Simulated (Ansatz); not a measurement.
An Ansatz input:

```yaml
crystal:
  lattice:
    - [14.0, 0.0, 0.0]
    - [0.0, 14.4, 0.0]
    - [0.0, 0.0, 14.8]
  atoms:
    - { symbol: Hg, position: [0.5, 0.5, 0.5], spin: 2.0 }
  symmetry: { detect: false, time_reversal: true }
hamiltonian:
  xc: pbesol
  pseudopotentials:
    kind: paw
    azcp:
      Hg: "pseudopotentials/Hg.paw.azcp"
basis:
  ecutwfc: 420
  fft_grid_basis: typed
kpoints:
  mp_grid: { grid: [1, 1, 1], shift: [0, 0, 0] }
magnetization:
  spin_polarized: true
scf:
  occupations: { method: fermi_dirac, width: 0.01 }
```

and its output:

```
Warning: the record states the generating functional pbe (its physics header spells it `PBE`), which answers neither for hamiltonian.xc's functional nor for the pbesol family's — results may be inconsistent (PPs are generated against a specific XC)
Engine: ansatz 0.2.0, aarch64-unknown-linux-gnu
Pseudopotentials: kind: paw
Pseudopotential: Hg, paw, valence charge 20, recommended cutoff 420 eV (normal) 
Functional definition: PBEsol
  exchange = pbesol_x
  correlation = pbesol_c
Crystal: 1 atoms, lattice volume = 2983.680 Å³
Basis set: ecut = 420 eV, 58327 PW (Γ)
Bands: 15, of which v1, the nominal top of the filled ones, is band 10 counted from 1 (9 counted from 0)
Symmetry: 1 space group operations
k-points: 1
Non-local potential: Hg, projectors of the file, l = 0: 3, l = 1: 2, l = 2: 2, l = 3: 1
PAW form: soft (Blöchl's): semilocal exchange-correlation on the pseudo side does not see the compensation charge
PAW frozen core: Hg, regenerated for the run's functional, and the local potential with it (the file was generated under x = pbe(κ = 0.804, μ = 0.2195149727645171), c = pbe(β = 0.06672455060314922))
PAW one-centre angular grid: Hg, 590 points (default); XC on 64 Gauss nodes
Initial density: superposition of atomic densities (neutral atoms: chi_scale 0, normalization atom)
Starting moments: Σ|m| = 2 μB on 1 of 1 site
Initial wavefunctions: pseudopotential atomic-orbital guess
Functional: x = pbesol(κ = 0.804, μ = 0.12345679012345678), c = pbesol(β = 0.046)
iter 1 solved again at ethr=2.07e-6 eV; its pass at ethr=3.10e-3 eV (dr2=4.14e-4 eV) is discarded
SCF iter   1: F=—  HF=-13666.912297 eV  |F-HF|=—  |Δ(HF+E_count)|=         —  Δρ=9.30e-3 (↑9.30e-3 ↓9.28e-3)  dr2=4.52e-4  dr2_m=2.36e0  M=0.000 μB ∫|m|=0.116 μB  β_m=0.30  ethr=2.07e-6  ⟨swp⟩=3.5  Hψ=296  notcnv=0
spin=Collinear: Resta preconditioning applied to the charge; magnetization (m = ρ↑ − ρ↓) channel mixes plain (no charge-response kernel on spin).
SCF iter   2: F=—  HF=-13667.177445 eV  |F-HF|=—  |Δ(HF+E_count)|=   2.65e-1  Δρ=6.60e-3 (↑6.60e-3 ↓6.60e-3)  dr2=2.24e-4  dr2_m=1.19e0  M=0.000 μB ∫|m|=0.085 μB  β_m=0.30  ethr=2.07e-6  ⟨swp⟩=6.5  Hψ=87  notcnv=0
SCF iter   3: F=—  HF=-13667.309795 eV  |F-HF|=—  |Δ(HF+E_count)|=   1.32e-1  Δρ=4.69e-3 (↑4.69e-3 ↓4.69e-3)  dr2=8.00e-6  dr2_m=6.02e-1  M=0.000 μB ∫|m|=0.062 μB  β_m=0.30  ethr=1.12e-6  ⟨swp⟩=7.0  Hψ=91  notcnv=0
SCF iter   4: F=—  HF=-13667.375973 eV  |F-HF|=—  |Δ(HF+E_count)|=   6.62e-2  Δρ=3.34e-3 (↑3.34e-3 ↓3.34e-3)  dr2=1.19e-7  dr2_m=3.05e-1  M=0.000 μB ∫|m|=0.046 μB  β_m=0.30  ethr=4.00e-8  ⟨swp⟩=3.5  Hψ=90  notcnv=0  defer=1
SCF iter   5: F=—  HF=-13667.409147 eV  |F-HF|=—  |Δ(HF+E_count)|=   3.32e-2  Δρ=2.38e-3 (↑2.37e-3 ↓2.38e-3)  dr2=1.37e-7  dr2_m=1.54e-1  M=0.000 μB ∫|m|=0.033 μB  β_m=0.30  ethr=5.00e-10  ⟨swp⟩=4.0  Hψ=90  notcnv=0
SCF iter   6: F=—  HF=-13667.425801 eV  |F-HF|=—  |Δ(HF+E_count)|=   1.67e-2  Δρ=1.69e-3 (↑1.69e-3 ↓1.69e-3)  dr2=1.07e-8  dr2_m=7.83e-2  M=0.000 μB ∫|m|=0.025 μB  β_m=0.30  ethr=5.00e-10  ⟨swp⟩=1.0  Hψ=141  notcnv=0
Mixer restart at iter 6: flushing history
spin-set hold released at iteration 6 (site moments contracting): the magnetisation degrees of freedom join the quasi-Newton model from the next iteration; the mixer history was flushed
SCF iter   7: F=—  HF=-13667.434178 eV  |F-HF|=—  |Δ(HF+E_count)|=   8.38e-3  Δρ=1.21e-3 (↑1.20e-3 ↓1.21e-3)  dr2=2.46e-8  dr2_m=3.97e-2  M=0.000 μB ∫|m|=0.018 μB  β_m=0.65  ethr=5.35e-11  ⟨swp⟩=4.5  Hψ=91  notcnv=0
SCF iter   8: F=—  HF=-13667.442709 eV  |F-HF|=—  |Δ(HF+E_count)|=   8.53e-3  Δρ=1.04e-5 (↑1.04e-5 ↓9.09e-6)  dr2=1.76e-7  dr2_m=2.57e-6  M=0.000 μB ∫|m|=0.001 μB  β_m=0.82  ethr=5.35e-11  ⟨swp⟩=6.0  Hψ=111  notcnv=0
SCF iter   9: F=—  HF=-13667.442716 eV  |F-HF|=—  |Δ(HF+E_count)|=   7.13e-6  Δρ=3.83e-6 (↑2.02e-6 ↓3.83e-6)  dr2=1.78e-7  dr2_m=2.17e-7  M=0.000 μB ∫|m|=0.000 μB  β_m=0.90  ethr=5.35e-11  ⟨swp⟩=4.0  Hψ=77  notcnv=0  defer=2
SCF iter  10: F=—  HF=-13667.442717 eV  |F-HF|=—  |Δ(HF+E_count)|=   5.06e-7  Δρ=2.12e-6 (↑2.12e-6 ↓1.41e-6)  dr2=3.80e-7  dr2_m=4.67e-9  M=0.000 μB ∫|m|=0.000 μB  β_m=0.69  ethr=5.35e-11  ⟨swp⟩=3.0  Hψ=61  notcnv=0  defer=2
SCF iter  11: F=—  HF=-13667.442717 eV  |F-HF|=—  |Δ(HF+E_count)|=   1.30e-7  Δρ=3.67e-8 (↑3.67e-8 ↓3.59e-8)  dr2=2.21e-12  dr2_m=3.56e-11  M=0.000 μB ∫|m|=0.000 μB  β_m=0.84  ethr=5.35e-11  ⟨swp⟩=1.0  Hψ=98  notcnv=0
SCF iter  12: F=-13667.442717 eV  HF=-13667.442717 eV  |F-HF|=9.09e-12  |Δ(HF+E_count)|=   1.06e-9  Δρ=6.21e-9 (↑5.71e-9 ↓6.21e-9)  dr2=4.20e-13  dr2_m=9.22e-13  M=0.000 μB ∫|m|=0.000 μB  ethr=1.00e-12  ⟨swp⟩=3.0  Hψ=55  notcnv=0
SCF 1 converged in 12 iterations: F = -13667.442717 eV  dr2 = 4.20e-13
iteration 12: the least curvature of the free energy that was read at this close is 0.788 (0.788 in the run's own bands): not negative
WARN: the starting moments were not kept: the SCF closed with an absolute magnetisation of 5.9e-7 μB, where they sum to 2 μB in size (1 site). That is at most 0.1 of that sum. Measured as dr2_m measures the in/out step, that magnetisation stands 3.5e-14 eV from none, at or under the dr2_threshold of 1.0e-7 eV: it is no larger than a step whose dr2_m would equal this threshold. The system may hold no moment; this SCF shows only that its start led to no more than that. To try another start: raise the starting moments (crystal.atoms[].spin, magnetization.per_species, magnetization.initial_magnetization, or on a non-collinear deck that types none of these the spinor_matrix: blocks that start its atoms; where the total moment is fixed, keep their sum and leave initial_magnetization as it is; typed ones take the place of any that the run laid by itself, positive ones on a crystal's lanthanoids without a Hubbard term where scf.initial_density.shell_occupations: [] is typed) or, if the notice of its spin-set hold's release reads "site moments contracting" or "site moments show no strong build", lengthen the hold (scf.mixing.spin_hold: { on: { confirm: 4 } }; for m-r²SCAN on two components see the key's manual first). Each may lead to a state that holds a moment. A second SCF, from the converged charge density, with the starting moments and any scf.initial_density.shell_occupations laid on it anew, would have followed, and was not run: the deck does not ask for one (magnetization.retry_lost_moments is false, the default). To let it run, set magnetization.retry_lost_moments: true and run the deck again, where that key's refused combinations let it; where memory then withholds it, that run's warning says so.
SCF converged after 12 iterations
Magnetization: 0.0000 μB (10.0000 up, 10.0000 down)
Absolute magnetization: 0.0000 μB (∫|ρ↑−ρ↓|, with the PAW one-centre terms)
Spin contamination: 0.0000 ħ² per cell (⟨S²⟩ above its minimum at these occupations)
Per-site moments (μB) at R_I (Å): [(-2.3525146819076922e-11, 5.775)]
Free energy (F): -13667.442717 eV
Harris-Foulkes:  -13667.442717 eV  (|F-HF|=9.09e-12)
Internal energy: -13667.442717 eV  (E = F + TS)
E sigma→0 (E₀):  -13667.442717 eV
Fermi energy:    -3.780043 eV
--- Per-component energies (eV) ---
  E_band       = -744.453783
  E_kinetic    = 605.942298
  E_local      = -6807.523867  (includes V_loc(G=0)·N_el)
  E_nonlocal   = 77.304235
  E_hartree    = 3044.384653
  E_xc         = -217.490776
  E_vxc        = -259.465439  (∫ρ·V_xc dr)
  E_paw        = -9803.242484  (= ΣΔE_a)
  E_vpaw       = -449.481214  (= ΣTr[D̂ρ^β])
  E_aug_tail   = 0.000891  (compensation charges beyond the density's cutoff)
  E_ewald      = -567.146318
  E_core_change = 0.328651  (= ΣΔE_core)
  E_smearing   = -0.000000  (= −TS)
  E_closure    = 0.000000  (closes the sum)
  Σ components = -13667.442717   (vs F -13667.442717, Δ=0.00e0)
--- Band table (eV) ---
  k-point 0 ↑: bands = ["-117.9064", "-66.3082", "-66.3082", "-66.3082", "-9.7374", "-9.7374", "-9.7374", "-9.7374", "-9.7374", "-6.7090", "-0.8411", "-0.8401", "-0.8389", "0.0180", "0.7267"]
  k-point 0 ↓: bands = ["-117.9064", "-66.3082", "-66.3082", "-66.3082", "-9.7374", "-9.7374", "-9.7374", "-9.7374", "-9.7374", "-6.7090", "-0.8411", "-0.8401", "-0.8389", "0.0180", "0.7267"]
```

Launched by

```sh
ansatz run input.yaml --threads 4 --pin off --max-ram 8192MiB --backend cpu --events-out ev --progress --plain --runs-dir out
```

On 4 threads of Arm Neoverse V2 (shared host) this took about 7.1 s of wall time and 22 s of CPU time, with 1.6 GiB at the peak.
